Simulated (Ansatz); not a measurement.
# MgS (Niningerite) (Fm-3m) in Ansatz: equation of state

Aim: energy against volume of MgS (Niningerite) in PBE, for its equilibrium volume and stiffness.

All numbers are computed with Ansatz 0.2.0; they aren't measurements. Logs are shortened: lines on timing, memory, paths and dates and some standing lists are left out, and cuts for length are marked.

## (1) The structure

It takes space group Fm-3m (No. 225, cubic). The conventional cell has a = 5.203 Å, b = 5.203 Å, c = 5.203 Å, α = 90.00°, β = 90.00°, γ = 90.00°. Around S (site symmetry m-3m) lie 6 Mg at 2.60 Å. Around Mg (site symmetry m-3m) lie 6 S at 2.60 Å.

## (2) Equation of state, PBE

Potentials or basis: all-electron LAPW, scalar-relativistic.

This step only gathers the single runs of the series.

What came out:

```
Equilibrium volume                      : 17.88 Å³/atom
Bulk modulus                            : 74 GPa
Pressure derivative of the bulk modulus : 4.1
```

Energy against volume, from the lowest point:
```
volume (Å³/atom)  energy (meV/atom)
          16.553              25.68
          16.905              13.31
          17.257               5.17
          17.609               0.86
          17.962               0.00
          18.314               2.27
          18.666               7.37
```

PBE usually gives volumes a little too large and moduli too small. Zero-point motion and thermal expansion aren't in these numbers.
